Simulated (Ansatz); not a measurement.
# Fe: response to strain

Aim: deform Fe (equal xx and yy strain of +2 %) and compute stress, forces and field gradients with LAPW, PAW and all-electron datasets made for the crystal.

Computed with Ansatz 0.2.0 (DFT PBE, scalar-relativistic, unless a step's input says otherwise).

**1. The starting structure**

It takes space group Fmmm (No. 69, orthorhombic). Conventional cell: a = 2.997 Å, b = 3.883 Å, c = 3.930 Å, α = 90.00°, β = 90.00°, γ = 90.00°. Around Fe (site symmetry mmm) lie 12 Fe at 2.45 to 2.76 Å.

Coordinates:

```cif
data_structure
_symmetry_space_group_name_H-M 'Fmmm'
_symmetry_Int_Tables_number 69
_cell_length_a 2.9969
_cell_length_b 3.8835
_cell_length_c 3.9302
_cell_angle_alpha 90.000
_cell_angle_beta 90.000
_cell_angle_gamma 90.000
_cell_volume 45.74
loop_
_atom_site_label
_atom_site_type_symbol
_atom_site_symmetry_multiplicity
_atom_site_Wyckoff_symbol
_atom_site_fract_x
_atom_site_fract_y
_atom_site_fract_z
_atom_site_occupancy
Fe1 Fe 4 a 0.00000 0.00000 0.00000 1
```

The file gives the conventional cell by its symmetry; the runs use the cell typed in the input.

**2. After the deformation**

Space group Fmmm before, Fmmm after.

**3. Full-potential LAPW**

input.yaml

```yaml
crystal:
  lattice:
    - [0.0, 1.9805744844, 1.9651051623]
    - [1.5284085041, 0.0, 1.9651051623]
    - [1.5284085041, 1.9805744844, 0.0]
  atoms:
    - { symbol: Fe, position: [0.0, 0.0, 0.0], spin: 3.0 }
magnetization:
  spin_polarized: true
kpoints:
  mp_grid: { grid: [16, 16, 16] }
  band_path:
    path:
      - [0.0, 0.0, 0.0]
      - [-0.5, -0.5, 0.0]
      - [-0.5, -0.2523531957, 0.2476468043]
      - [0.5, 0.2523531957, 0.7523531957]
      - [0.5, 0.0, 0.5]
      - [0.0828411024, -0.4171588976, 0.5]
      - [-0.0828411024, 0.4171588976, 0.5]
      - [0.0, 0.5, 0.5]
      - [0.0841504875, 0.5, 0.5841504875]
    npoints: 5
scf:
  occupations: { method: fermi_dirac, width: 0.05 }
hamiltonian:
  xc: pbe
  pseudopotentials: { kind: all_electron, lapw: { basis_error: 0.0005 } }
output:
  forces: true
  stress: true
  eigenvalues: true
```

On the command line:

```bash
> ansatz run input.yaml --threads 1 --pin off --max-ram 3072MiB --backend cpu --events-out ev --progress --plain --runs-dir out
```

**4. Frozen-core PAW**

input.yaml

```yaml
crystal:
  lattice:
    - [0.0, 1.9805744844, 1.9651051623]
    - [1.5284085041, 0.0, 1.9651051623]
    - [1.5284085041, 1.9805744844, 0.0]
  atoms:
    - { symbol: Fe, position: [0.0, 0.0, 0.0], spin: 3.0 }
magnetization:
  spin_polarized: true
kpoints:
  mp_grid: { grid: [16, 16, 16] }
scf:
  occupations: { method: fermi_dirac, width: 0.05 }
hamiltonian:
  xc: pbe
  pseudopotentials: { kind: paw }
output:
  forces: true
  stress: true
  eigenvalues: true
  efg: { contact_densities: true }
```

**5. Datasets made for this crystal**

Edit input.yaml of step 4 so:

```diff
@@ -15,3 +15,3 @@
   xc: pbe
-  pseudopotentials: { kind: paw }
+  pseudopotentials: { kind: all_electron, datasets: crystal }
 output:
```

(Steps that only read results are left out.)

Q: Predict the outcome of this session. Wanted: pressure; largest shear or deviatoric stress.

The runs gave:

| quantity | value |
| --- | --- |
| pressure | LAPW -6.91, PAW -6.71, crystal datasets -6.91 GPa |
| largest shear or deviatoric stress (LAPW) | 5.20 GPa |

**Reading.** The largest part of the stress beyond the pressure is 5.20 GPa in size, in the xx component. No run of the undeformed cell stands beside it, so the pressure holds what the given cell had before the change. PAW: stress within 0.21 GPa of LAPW. Crystal datasets: stress within 0.01 GPa of LAPW. Other magnetic orders may lie lower; this is the state that the run reached.
